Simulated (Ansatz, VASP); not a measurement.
# One calculation of BeS, two programs

File INCAR:

```
PREC = Accurate ; ENCUT = 520
EDIFF = 1E-6 ; ISMEAR = -1
SIGMA = 0.02 ; LREAL = False
LASPH = True ; NELM = 80
ALGO = Normal ; ISIF = 2
LWAVE = False ; LCHARG = False
GGA = PE ; NBANDS = 11
```

Contents of KPOINTS:

```
Automatic mesh
0
Gamma
  10 10 10
```

File POSCAR:

```
BeS
1.0
    0.0000000000      2.4099631680      2.4530041424
    2.4099631680      0.0000000000      2.4530041424
    2.4099631680      2.4099631680      0.0000000000
Be S
1 1
Direct
    0.0000000000      0.0000000000      0.0000000000
    0.2500000000      0.2500000000      0.2500000000
```

Input for Ansatz:

```yaml
crystal:
  lattice:
    - [0.0, 2.409963168, 2.4530041424]
    - [2.409963168, 0.0, 2.4530041424]
    - [2.409963168, 2.409963168, 0.0]
  atoms:
    - { symbol: Be, position: [0.0, 0.0, 0.0] }
    - { symbol: S, position: [0.25, 0.25, 0.25] }
kpoints:
  mp_grid: { grid: [10, 10, 10] }
  band_path:
    path:
      - [0.0, 0.0, 0.0]
      - [-0.5, -0.5, 0.0]
      - [-0.375, -0.375, 0.25]
      - [-0.375, 0.0, 0.375]
      - [0.0, 0.0, 0.5]
      - [-0.5, -0.25, 0.25]
      - [-0.0375, 0.0, 0.0375]
      - [0.0, 0.5, 0.5]
    npoints: 1
hamiltonian:
  xc: pbe
scf:
  occupations: { method: fermi_dirac, width: 0.02 }
  n_extra_bands: 4
output:
  forces: true
  stress: true
  eigenvalues: true
```

Change from the starting cell: epitaxial_xy strain -1.0%.

Alike in both runs: task single point; functional PBE; k mesh 10 × 10 × 10; occupations fermi-dirac, width 0.02 eV; no spin polarisation.

|  | VASP | Ansatz |
| --- | --- | --- |
| version | VASP 6.6.1 | Ansatz 0.2.0 |
| potentials or method | VASP PAW PBE potentials, release 64 (Be, S) | plane waves, PAW |
| plane-wave cutoff (eV) | 520 | 420 |
| valence electrons in the cell | 8 | 8 |

Ansatz gave:

```
gap on the k mesh at the Fermi level (eV)       : 3.03
pressure (GPa)                                  : 1.6
largest component of the traceless stress (GPa) : 1.19
```

**Question.** Which values does VASP return?

**Answer.** gap on the k mesh at the Fermi level (eV): 3.03; pressure (GPa): 1.6; largest component of the traceless stress (GPa): 1.18.

A k mesh can miss the band edges.
